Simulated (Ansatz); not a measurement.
# Nb: the cost of one run

Method: DFT PBEsol, scalar-relativistic, plane waves, PAW, in Ansatz 0.2.0.

This is Nb in the fcc structure; at room conditions it is bcc.

1 further run of the same task is left out (set aside as unsound or not needed).

## (1) The starting structure

Symmetry: Fm-3m, No. 225, cubic system. Conventional cell: a = 4.170 Å, b = 4.170 Å, c = 4.170 Å, α = 90.00°, β = 90.00°, γ = 90.00°. Nb (site symmetry m-3m) is surrounded by 12 Nb at 2.95 Å.

As a file:

```xyz
1
Lattice="0.0000 2.0852 2.0852 2.0852 0.0000 2.0852 2.0852 2.0852 0.0000" Properties=species:S:1:pos:R:3 pbc="T T T"
Nb    0.0000    0.0000    0.0000
```

This cell was relaxed beforehand with the same method: volume 18.13 Å³/atom, gap on the mesh none (metal).

## (2) Bands, states and charges

File input.yaml:

```yaml
crystal:
  lattice:
    - [0.0, 2.0852054918, 2.0852054918]
    - [2.0852054918, 0.0, 2.0852054918]
    - [2.0852054918, 2.0852054918, 0.0]
  atoms:
    - { symbol: Nb, position: [0.0, 0.0, 0.0] }
basis:
  ecutwfc: 420
kpoints:
  mp_grid: { grid: [18, 18, 18] }
  band_path:
    path:
      - [[0.0, 0.0, 0.0], [0.5, 0.0, 0.5], [0.625, 0.25, 0.625]]
      - [[0.375, 0.375, 0.75], [0.0, 0.0, 0.0], [0.5, 0.5, 0.5], [0.5, 0.25, 0.75], [0.5, 0.0, 0.5]]
    npoints: 14
hamiltonian:
  xc: pbesol
scf:
  occupations: { method: gaussian, width: 0.1 }
  n_extra_bands: 6
output:
  forces: true
  stress: true
  eigenvalues: true
  populations: true
  dos: { projected: true, de: 0.02, nscf_kmesh: { grid: [27, 27, 27] } }
  bader: true
  write_density: true
  write_potential: true
  elf: true
  volumetric_format: npy
```

Started as:

```bash
> ansatz run input.yaml --threads 1 --pin off --max-ram 2560MiB --backend cpu --events-out ev --progress --plain --runs-dir out
```

What time and memory should one allow on 1 thread of Arm Neoverse V2, shared host?

About 8.4 s, with a peak of 0.32 GiB.
